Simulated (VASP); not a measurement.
# KI in VASP: relaxing the cell with several functionals

Cell and atoms of rocksalt KI are relaxed with PBEsol and LDA.

The runs shown are made with VASP 6.6.1. PAW datasets, plane waves, zero pressure. Spin-unpolarised throughout; all numbers are computed.

## (1) The structure to begin with

The cell comes from an earlier relaxation with PBE in another program.

The symmetry is Fm-3m (No. 225, cubic); a = 7.182 Å in the conventional setting, 46.31 Å³ an atom. Near K stand 6 I at 3.59 Å; near I stand 6 K at 3.59 Å.

Structure file:

```xyz
2
Lattice="0.0000 3.5912 3.5912 3.5912 0.0000 3.5912 3.5912 3.5912 0.0000" Properties=species:S:1:pos:R:3 pbc="T T T"
K     0.0000    0.0000    0.0000
I     3.5912    3.5912    3.5912
```

## (2) Relaxation with PBEsol

INCAR reads:

```
ENCUT = 600.000000
SIGMA = 0.020000
EDIFF = 1.00e-07
EDIFFG = -5.00e-03
GGA = PS
PREC = Accurate
IBRION = 2
ISIF = 3
ISMEAR = -1
NBANDS = 15
NELM = 120
NSW = 40
LASPH = .TRUE.
LCHARG = .FALSE.
LWAVE = .FALSE.
LREAL = .FALSE.
```

KPOINTS reads:

```
KPOINTS created by Atomic Simulation Environment
0
Gamma
6 6 6
0 0 0
```

POSCAR reads:

```
K  I
 1.0000000000000000
     0.0000000000000000    3.5911514308236332    3.5911514308236332
     3.5911514308236332    0.0000000000000000    3.5911514308236332
     3.5911514308236332    3.5911514308236332    0.0000000000000000
 K   I
   1   1
Cartesian
  0.0000000000000000  0.0000000000000000  0.0000000000000000
  3.5911514308236332  3.5911514308236332  3.5911514308236332
```

Potentials: the recommended PBE PAW datasets, 16 valence electrons in the neutral cell.

Run with:

```bash
mpirun -np 1 vasp_std
```

## (3) LDA: cell and atoms

Changes to INCAR since step 2:

```diff
@@ -4,3 +4,3 @@
 EDIFFG = -5.00e-03
-GGA = PS
+GGA = CA
 PREC = Accurate
```

KPOINTS is that of step 2.

POSCAR is that of step 2.

Potentials: the recommended LDA PAW datasets, 16 valence electrons in the neutral cell.

Before running it: what results should come out? Wanted: for each run, a; volume; space group.

The runs gave:

| level | a (Å) | volume (Å³/atom) | space group |
| --- | --- | --- | --- |
| PBEsol | 7.016 | 43.178 | Fm-3m |
| LDA | 6.826 | 39.752 | Fm-3m |

The PBEsol run changed the volume by -6.8 % from its own start of 46.31 Å³/atom. The volume spreads over 8.6 %, from LDA to PBEsol.
